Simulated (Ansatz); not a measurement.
Clean, relaxed (110) surface of Cu, space group Fm-3m (No. 225) (top face towards +c; atoms held fixed, by place in the list: 1, 2, 3):

```yaml
crystal:
  lattice:
    - [2.51968, 0.00000, 0.00000]
    - [0.00000, 3.56337, 0.00000]
    - [0.00000, 0.00000, 23.29921]
  atoms:
    - { symbol: Cu, position: [0.50000, 0.50000, 0.36482] }
    - { symbol: Cu, position: [0.00000, 0.00000, 0.41889] }
    - { symbol: Cu, position: [0.50000, 0.50000, 0.47296] }
    - { symbol: Cu, position: [0.00000, 0.00000, 0.52639] }
    - { symbol: Cu, position: [0.50000, 0.50000, 0.58284] }
    - { symbol: Cu, position: [0.00000, 0.00000, 0.63114] }
```

Computed with DFT PBEsol, scalar-relativistic, plane waves, PAW in Ansatz. Settings: cutoff 420 eV, Γ-centred mesh 11×8×1 on the computed 6-atom cell, Gaussian smearing of 0.10 eV; no spin polarisation. The cell repeats along c with a dipole correction in the vacuum.

H (atom) is put at the bridge (Cu-Cu) at (0.00, 0.50) site, one adsorbate per 9.0 Å², and relaxed. E_ads counts from the clean slab and the free adsorbate (spin-polarised where it has unpaired electrons); negative means bound. Heights count from the highest slab atom after relaxation. Bonded neighbours lie within 1.25 times the sum of covalent radii (1.35 for H) and, on that scale, within 12 % of the closest. With the adsorbate the cell is lengthened along c to keep the vacuum.

(1) How strongly does it bind, and where does its anchoring atom end?

(2) How high does its anchoring atom sit over the highest slab atom, and what is the shortest contact with the surface?

(3) The clean face has a work function of 4.61 eV. How does the adsorbate change it?

Each end is the local minimum or symmetric point that its start leads to. The slab is only 6.3 Å thick, so the energies aren't converged with thickness.

The adsorbed runs have no spin polarisation, so weakly bound open-shell ends lie too high.

Answers

(1) -2.55 eV; at (0.00, 0.50), 4 bonded neighbours (Cu).

(2) 0.18 Å; H–Cu 1.79 Å.

(3) By -0.37 eV.